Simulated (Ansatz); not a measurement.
## AlNi3 under changes of volume

One of the cells (10.932 Å³/atom); the others are scaled copies at fixed shape and fractional positions:

```
Ni Al
1.0
     3.52305    0.00000    0.00000
     0.00000    3.52305    0.00000
     0.00000    0.00000    3.52305
Ni Al
3 1
Cartesian
  1.7615 1.7615 0.0000
  1.7615 0.0000 1.7615
  0.0000 1.7615 1.7615
  0.0000 0.0000 0.0000
```

The cell is a database's computed one.

| Item | Value |
| --- | --- |
| Program | Ansatz 0.2.0 |
| Functional | r2SCAN |
| Potentials or basis | Ansatz PAW |
| Cutoff | 500 eV (not typed: the program's choice for these potentials) |
| k mesh | 8 × 8 × 8 |
| Occupations | fermi-dirac, width 0.05 eV |
| Spin | collinear spin, ferromagnetic start |
| Starting moments | [1.0, 1.0, 1.0, 0.0] μB |

```tsv
volume (Å³/atom)	energy over the lowest point (meV/atom)	pressure (GPa)	moment (μB per cell)
10.276	30.16	15.1	0.84
10.495	?	?	?
10.713	3.56	4.8	0.86
10.932	0.00	0.5	0.87
11.151	2.02	-3.4	0.88
11.369	9.04	-6.8	0.89
11.588	20.53	-9.9	0.90
```

Question: What does the run at 10.495 Å³/atom give?

Answer: Energy over the lowest point 13.36 meV/atom; pressure 9.7 GPa; moment 0.85 μB per cell.

Worked out: A Birch-Murnaghan fit of order 3 (a polynomial in V^(-2/3)) to the other rows has its minimum at 10.96 Å³/atom with B0 = V·E''(V) = 202 GPa and B' = 4.6. It gives 13.34 meV/atom at 10.495 Å³/atom, against the run's 13.36, and -dE/dV = 9.6 GPa, against 9.7. A straight line through the other rows of the moment, of slope 0.0457 μB per Å³/atom, gives 0.85 μB, against the run's 0.85.

Energies are extrapolated to zero smearing.

Caveats: the magnetic or orbital state may not be the lowest; the PAW data sets come from PBE, with cores solved anew for the run's functional, which leaves a small shift of forces and pressure.
